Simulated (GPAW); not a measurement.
Crystal: Ga.

```xyz
1
Lattice="2.7165 0.0000 0.0000 0.0000 2.7165 0.0000 0.0000 0.0000 2.7165" Properties=species:S:1:pos:R:3 pbc="T T T"
Ga    0.0000    0.0000    0.0000
```

The cell was built by a generator and needn't be a form met in nature.

Base run:

```yaml
Program: GPAW 26.7.0
Functional: PBE
Potentials_or_basis: GPAW PAW data sets (gpaw-data 1.2.1)
Cutoff: 600 eV
Basis: pw
k_mesh: 10 × 10 × 10
Occupations: fermi-dirac, width 0.05 eV
Spin: no spin polarisation
```

Its results: pressure 0.5 GPa.

**Question.** The run is repeated on the same cell with these changes: functional from PBE to r2SCAN. What comes out?

**Answer.** Pressure -2.6 GPa.

Caveats: the PAW data sets were made with another functional, which shifts forces and pressure a little (some runs).

Not every run made on this cell is shown here.
